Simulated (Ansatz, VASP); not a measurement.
WC: VASP beside Ansatz

INCAR

```
PREC     = Accurate       # precision mode
ENCUT    = 600            # plane-wave cutoff, eV
EDIFF    = 1E-6           # SCF threshold, eV
ISMEAR   = -1             # smearing method
SIGMA    = 0.1            # smearing width, eV
LREAL    = F              # projectors in reciprocal space
LASPH    = T              # aspherical terms in the spheres
NELM     = 60             # most SCF steps
ALGO     = Normal         # electronic algorithm
ISIF     = 3              # what is computed and relaxed
LWAVE    = F              # write WAVECAR
LCHARG   = F              # write CHGCAR
IBRION   = 2              # ionic algorithm
NSW      = 80             # ionic steps
EDIFFG   = -0.01          # ionic threshold
```

KPOINTS

```
Automatic mesh
0
Gamma
  17 17 17
```

Contents of POSCAR:

```
WC
1.0
    0.0000000000      2.1926840000      2.1926840000
    2.1926840000      0.0000000000      2.1926840000
    2.1926840000      2.1926840000      0.0000000000
W C
1 1
Direct
    0.0000000000      0.0000000000      0.0000000000
    0.5000000000      0.5000000000      0.5000000000
```

Input for Ansatz:

```yaml
crystal:
  lattice:
    - [0.0, 2.192684, 2.192684]
    - [2.192684, 0.0, 2.192684]
    - [2.192684, 2.192684, 0.0]
  atoms:
    - { symbol: W, position: [0.0, 0.0, 0.0] }
    - { symbol: C, position: [0.5, 0.5, 0.5] }
basis:
  ecutwfc: 420.0
kpoints:
  mp_grid:
    grid: [17, 17, 17]
hamiltonian:
  xc: lda
  pseudopotentials:
    kind: paw
scf:
  occupations:
    method: fermi_dirac
    width: 0.1
relax:
  cell: {}
```

Measurements of this composition are mostly on another form, of space group No. 187.

Alike in both runs: task relaxation of cell and atoms; functional LDA; k mesh 17 × 17 × 17; occupations fermi-dirac, width 0.1 eV; no spin polarisation.

```csv
,VASP,Ansatz
version,VASP 6.6.1,Ansatz 0.2.0
potentials or method,"VASP PAW LDA potentials, release 64 (W_sv, C)","plane waves, PAW"
plane-wave cutoff (eV),600,420
valence electrons in the cell,18,18
```

Ansatz gave:

* relaxed volume (Å³/atom): 10.10
* relaxed cell length with the largest relative difference (Å): 3.057
* energy change over the relaxation (meV/atom): -23

Q: What did VASP give for the same quantities?

A: Relaxed volume (Å³/atom): 10.16; relaxed cell length with the largest relative difference (Å): 3.063; energy change over the relaxation (meV/atom): -17.

Caveats: the bands computed are all filled at some k points, so no gap is given. Spin-orbit coupling is left out, which matters for the levels of W.
